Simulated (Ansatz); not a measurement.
## Al under changes of volume

One of the cells (16.116 Å³/atom); the others are scaled copies at fixed shape and fractional positions:

```
Al
1.0
    -1.59122    1.59122    1.59122
     1.59122   -1.59122    1.59122
     1.59122    1.59122   -1.59122
Al
1
Cartesian
  0.0000 0.0000 0.0000
```

This isn't the form of Al at room conditions, which is fcc.

- Program: Ansatz 0.2.0
- Functional: r2SCAN
- Potentials or basis: Ansatz PAW
- Cutoff: 500 eV (not typed: the program's choice for these potentials)
- k mesh: 12 × 12 × 12
- Occupations: fermi-dirac, width 0.05 eV
- Spin: no spin polarisation

```tsv
volume (Å³/atom)	energy over the lowest point (meV/atom)	pressure (GPa)
15.149	?	?
15.471	8.91	4.2
15.793	2.56	2.2
16.116	0.00	0.4
16.438	0.81	-1.2
16.760	4.59	-2.6
17.083	11.01	-3.8
```

Question: What does the run at 15.149 Å³/atom give?

Answer: Energy over the lowest point 19.52 meV/atom; pressure 6.4 GPa.

Worked out: A Birch-Murnaghan fit of order 3 (a polynomial in V^(-2/3)) to the other rows has its minimum at 16.19 Å³/atom with B0 = V·E''(V) = 81 GPa and B' = 5.2. It gives 19.56 meV/atom at 15.149 Å³/atom, against the run's 19.52, and -dE/dV = 6.5 GPa, against 6.4.

Energies are extrapolated to zero smearing.

Caveats: the PAW data sets come from PBE, with cores solved anew for the run's functional, which leaves a small shift of forces and pressure.
